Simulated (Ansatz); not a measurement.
# Orderings of SiGe3 on the diamond lattice

These are results of DFT PBE, scalar-relativistic, plane waves, PAW in Ansatz 0.2.0, not measurements. All cells share a 420 eV cutoff and Γ-centred k meshes spaced about 0.3 Å⁻¹ or finer (0.25 for metals, 2π included). No spin polarisation.

Temperature and zero-point effects are left out. Each row is a relaxed arrangement of Si and Ge on shared sites of the diamond type. The column n gives the unlike atoms among the 4 nearest shared sites, averaged over those sites; energies count from the lowest row.

```
row      space group    source  atoms  n (of 4)  V (Å³/atom)  gap on mesh (eV)  ΔE (meV/atom)
  1   R-3m (No. 166)  invented      8      1.50        22.88              0.16            0.6
  2  P-4m2 (No. 115)  invented      4      2.00        22.86              0.16              ?
  3    R3m (No. 160)  invented      4      2.00        22.88              0.22            3.2
  4  I-42d (No. 122)  invented      8      2.00        22.87              0.37            0.0
```

The cell of row 2:

```
Si Ge
1.0
     4.01357    0.00000    0.00000
     0.00000    4.01357    0.00000
     0.00000    0.00000    5.67566
Si Ge
1 3
Direct
  0.00000 0.00000 0.00000
  0.50000 0.50000 0.50000
  0.50000 0.00000 0.75643
  0.00000 0.50000 0.24357
```

Q: Estimate the missing energy, and say where the row ranks.

A: 2.5 meV/atom, above row 1 and level, within the noise, with row 3. The count n alone doesn't order these rows. Rows 2 and 4 share n and still differ by 2.5 meV/atom, so farther pairs, strain or a change of electronic state count too. Row 2: Si is surrounded by 4 Ge at 2.44 Å; around Ge on a site of symmetry -4m2 lie 4 Ge at 2.48 Å; around Ge on a site of symmetry 2mm lie 2 Si at 2.44 Å and 2 Ge at 2.48 Å.

Kohn–Sham gaps at this level usually fall short of measured ones. Only small cells were tried; in real samples the shared sites are often disordered. Some structure types and database cells were kept out of the candidates from the start, so a known form may be missing.
